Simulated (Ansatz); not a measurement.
Consider a check of PAW against all-electron LAPW of KBr, space group Fm-3m (the Ansatz DFT code, driven from Python).

Input file `kbr.cif`:
```cif
data_KBr
_cell_length_a 4.666905
_cell_length_b 4.666905
_cell_length_c 4.666905
_cell_angle_alpha 60.00000
_cell_angle_beta 60.00000
_cell_angle_gamma 60.00000
_symmetry_space_group_name_H-M 'P 1'
_symmetry_Int_Tables_number 1
loop_
_symmetry_equiv_pos_as_xyz
'x, y, z'
loop_
_atom_site_label
_atom_site_type_symbol
_atom_site_fract_x
_atom_site_fract_y
_atom_site_fract_z
K1 K    0.000000    0.000000    0.000000
Br2 Br    0.500000    0.500000    0.500000
```

`kbr_paw_lapw.py`
```python
"""Checking the PAW result for KBr with LAPW."""

import ansatz as az
from ase.io import read
import numpy as np

FUNCTIONAL = "pbesol"
OCCUPATIONS = "fixed"


def count_gap(report):
    # lowest empty less highest filled band, counting bands; zero where they overlap
    return max(report.get("gap_by_band_count_ev") or 0.0, 0.0)


def main() -> None:
    atoms = read("kbr.cif")
    xtal = az.Crystal.from_ase(atoms)

    job = xtal.calculation()
    job = job.functional(FUNCTIONAL)
    job = job.kpoints(5).occupations(OCCUPATIONS)
    job = job.stress()
    job = job.forces()
    job = job.band_table()
    variants = {
        "PAW": job.pseudopotentials("paw"),
        "LAPW": job.pseudopotentials("all_electron", lapw=True),
    }
    # totals differ by the cores that each treatment holds, so compare what does not depend on them
    rows = []
    for label, variant in variants.items():
        summary = variant.run().report
        levels = np.array(summary["eigenvalues_ev"][0]) - summary["fermi_energy_ev"]
        print(label, "levels at the first k-point near E_F:", np.round(levels[np.abs(levels) < 5], 3))
        rows.append((label, summary["n_electrons"], np.trace(summary["stress_gpa"]) / 3, count_gap(summary)))
    lines = [",".join(["treatment", "electrons in bands", "P GPa", "gap by band count eV"])] + [",".join(f"{v:.4f}" if isinstance(v, float) else str(v) for v in row) for row in rows]
    print("\n".join(lines))
    with open("paw_lapw.csv", "w") as handle:
        handle.write("\n".join(lines) + "\n")


if __name__ == "__main__":
    main()
```

How well do the two treatments of the cores agree on the pressure?

PAW gives -0.328 GPa and LAPW -0.332 GPa, 0.004 GPa apart. They took 0.8 and 2.8 s of processor time.

What the script printed:

```console
$ python kbr_paw_lapw.py
DeckWarning: basis.ecutwfc = 420 eV, auto-derived from the records' recommended cutoffs: set by K (normal level)
PAW levels at the first k-point near E_F: [-0.    -0.     0.     4.282]
LAPW levels at the first k-point near E_F: [-0.    -0.     0.     4.282]
treatment,electrons in bands,P GPa,gap by band count eV
PAW,16.0000,-0.3283,4.2815
LAPW,34.0000,-0.3319,4.2817
```
(Warnings from the package without file and line.)

Notes:
- Along an axis with an odd division the mesh misses the point at one half; a gap read on a finite mesh is an upper bound on this functional's gap.
- Semilocal gaps usually lie well under measured ones.
- With fixed filling the reported Fermi level is the top filled level among the k-points of the SCF.
- The starting cell is as deposited in a crystallographic database; the results hold for this polymorph, which needn't be the stable one.
- Levels are Kohn-Sham eigenvalues on this mesh, without spin-orbit coupling.
- Pressure is positive in compression; the treatments may keep other shells as core, so totals and counts of electrons can differ.
- Wall time of the script: 4.9 s on 1 thread of Arm Neoverse V1, on a shared host, peak memory 0.43 GiB.

(A comment or docstring line of the script was reworded after the run, the code is as it ran; lines on the test bed's own set-up are left out of the output.)
